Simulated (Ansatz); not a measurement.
**Density of states of TiTe$_{2}$**

```
CELL_PARAMETERS angstrom
3.77700 0.00000 0.00000
-1.88850 3.27098 0.00000
0.00000 0.00000 6.49800
ATOMIC_POSITIONS crystal
Ti 0.00000 0.00000 0.00000
Te 0.66667 0.33333 0.26280
Te 0.33333 0.66667 0.73720
```

Conventional cell: a = 3.777 Å, b = 3.777 Å, c = 6.498 Å, α = 90.00°, β = 90.00°, γ = 120.00°. Around Ti (atom 1) lie 6 Te at 2.77 Å. Around Te (atom 2) lie 3 Ti at 2.77 Å.

The cell is COD entry 1008063, as deposited and not checked against the literature; nothing was relaxed.

No spin–orbit coupling, which matters for the heavy atoms here.

All numbers below come from Ansatz 0.2.0, DFT, PBEsol, all-electron LAPW, scalar-relativistic.

The runs use a Γ-centred 13×13×7 k mesh, Fermi–Dirac smearing of 0.03 eV, basis error target 1 meV/atom, no spin polarisation.

Problem. Which of the resolved shells contributes most within 0.3 eV of the Fermi level?

Solution. Ti 3d, with 70 % of all states there; Te 5p follows with 26 %.

Problem. Where is the centre of the filled Ti 3d states between -14 eV and the top of the filled states?

Solution. -2.36 eV from the Fermi level.

Problem. Tabulate the density of states.

Solution. States per eV and cell, averaged over 0.4 eV, from -5.4 to 1.6 eV, with energies (bin centres) from the Fermi level; empty bins are left out. The partial columns, the largest 4 alone, are projections on Löwdin-orthogonalised atomic shells (those that the program's projection atoms carry: the occupied ones and, for some elements, an empty d or f shell; other empty shells have no column), summed over atoms of an element. Weights on diffuse s and p shells depend on that basis and aren't pure angular character.
```tsv
E (eV)	total	Te 5p	Ti 3d	Ti 4s	Te 5s
-5.3	0.02	0.01	0.00	0.00	0.00
-4.9	0.94	0.71	0.10	0.10	0.02
-4.5	2.05	1.62	0.20	0.16	0.05
-4.1	3.14	2.56	0.32	0.13	0.08
-3.7	2.12	1.67	0.26	0.07	0.08
-3.3	1.17	0.88	0.16	0.06	0.05
-2.9	2.29	1.76	0.35	0.06	0.06
-2.5	3.14	2.28	0.70	0.04	0.05
-2.1	3.75	2.44	1.16	0.02	0.06
-1.7	4.66	2.85	1.62	0.03	0.08
-1.3	2.96	2.12	0.69	0.02	0.06
-0.9	1.97	1.40	0.48	0.01	0.03
-0.5	1.02	0.62	0.36	0.00	0.01
-0.1	1.11	0.37	0.70	0.01	0.01
0.3	2.73	0.45	2.15	0.02	0.03
0.7	1.89	0.30	1.51	0.02	0.01
1.1	5.66	1.11	4.41	0.04	0.03
1.5	4.36	0.88	3.34	0.07	0.02
```
